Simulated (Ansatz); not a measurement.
**Gallium, hcp under RPBE: ground state and equation of state**

What does RPBE give for gallium in the hcp structure? We relax it, solve it on a dense k-mesh, then scale the cell to 7 volumes from 88 to 112 % of the relaxed one and try a fit of the equation of state. Spin polarisation is left out. The k-meshes are 12×12×7 for the relaxation; 19×19×11 for the dense run; 13×13×8 for the volumes.

Program: Ansatz 0.2.0. Level of theory: DFT RPBE, plane waves (420 eV) with PAW, scalar-relativistic; the PAW data stem from PBE, with regenerated cores. These are calculated values, not measurements.

## 1. The structure to begin with

The structure is hexagonal, space group P6_3/mmc (No. 194). Conventional cell: a = 3.026 Å, b = 3.026 Å, c = 4.942 Å, α = 90.00°, β = 90.00°, γ = 120.00°. Ga (site symmetry -6m2) has 12 Ga at 3.03 Å as nearest neighbours.

Structure file:

```cif
data_structure
_symmetry_space_group_name_H-M 'P 1'
_symmetry_Int_Tables_number 1
_cell_length_a 3.0261
_cell_length_b 3.0261
_cell_length_c 4.9417
_cell_angle_alpha 90.000
_cell_angle_beta 90.000
_cell_angle_gamma 120.000
_cell_volume 39.19
loop_
_atom_site_label
_atom_site_type_symbol
_atom_site_fract_x
_atom_site_fract_y
_atom_site_fract_z
_atom_site_occupancy
Ga1 Ga 0.33333 0.66667 0.25000 1
Ga2 Ga 0.66667 0.33333 0.75000 1
```

## 2. Geometry optimisation

Contents of input.yaml:

```yaml
crystal:
  lattice:
    - [3.0261186087, 0.0, 0.0]
    - [-1.5130593044, 2.62069559, 0.0]
    - [0.0, 0.0, 4.941651688]
  atoms:
    - { symbol: Ga, position: [0.3333333333, 0.6666666667, 0.25] }
    - { symbol: Ga, position: [0.6666666667, 0.3333333333, 0.75] }
hamiltonian:
  xc: rpbe
  pseudopotentials:
    kind: paw
    azcp:
      Ga: "pseudopotentials/Ga.paw.azcp"
basis:
  ecutwfc: 420
  fft_grid_basis: typed
kpoints:
  mp_grid: { grid: [12, 12, 7], shift: [0, 0, 0] }
magnetization:
  spin_polarized: false
scf:
  occupations: { method: fermi_dirac, width: 0.1 }
relax:
  max_steps: 60
  f_tol: 0.01
  cell: {}
```

After this run come: The energy on a finer k-mesh; The cell scaled to 88 % of its volume; The cell scaled to 92 % of its volume; The cell scaled to 96 % of its volume; The cell scaled to 100 % of its volume; The cell scaled to 104 % of its volume; The cell scaled to 108 % of its volume; The cell scaled to 112 % of its volume.

Before running it: what results should come out? Wanted: space group; conventional cell; volume; shortest distance; gap on the mesh; relative to alpha-Ga; V₀, B₀, B₀′.

**Answer**, as computed:

| quantity | value |
| --- | --- |
| space group (spins left aside) | P6_3/mmc (No. 194) |
| conventional cell | a = 3.074 Å, c = 4.848 Å (c/a = 1.577) |
| volume | 19.832 Å³/atom |
| shortest distance | 3.004 Å |
| gap on the mesh | none (levels filled in part) |
| relative to alpha-Ga (Cmce) | +26 meV/atom |
| V₀, B₀, B₀′ | 19.826 Å³/atom, 42 GPa, 5.2 |

The relaxation enlarged the cell by 1.2 % in volume. It lies 26 meV/atom above the element's reference form at the same level (alpha-Ga (Cmce), from a run of its own). Levels at the Fermi energy are filled in part, as in a metal. The fitted modulus is 42 GPa; letting shape and positions relax at each volume could only lower it. The symmetry was held, so the structure may be unstable against distortions that break it.
